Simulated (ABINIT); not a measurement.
GaSb, 2 atoms in the cell. Symmetry: F-43m, No. 216, cubic system. Conventional cell: a = 6.118 Å, b = 6.118 Å, c = 6.118 Å, α = 90.00°, β = 90.00°, γ = 90.00°. Around Sb (site symmetry -43m) lie 4 Ga at 2.65 Å. Ga (site symmetry -43m) has 4 Sb at 2.65 Å as nearest neighbours. 

```yaml
Program: ABINIT 10.8.3 (patched build)
Task: equation of state
Functional: r2SCAN
Potentials_or_basis: JTH PAW PBE v2.0
Cutoff: 544 eV
k_mesh: 8 × 8 × 8
Occupations: fermi-dirac, width 0.05 eV
Spin: no spin polarisation
Fine-grid_cutoff: 1088.46 eV
```

Potentials or basis: JTH PAW PBE v2.0.

Run with:

```console
$ abinit run.abi > log 2>&1
```

Hardware: 1 thread of Arm Neoverse V1, with other jobs on the host.

Task: Estimate the wall time of this run.

Result: Wall time 11 min on 1 thread of Arm Neoverse V1 (shared host), peak memory 0.19 GiB. Counts: scf iterations 58, mpi ranks 1, k points 29, bands 18, plane waves 1565.
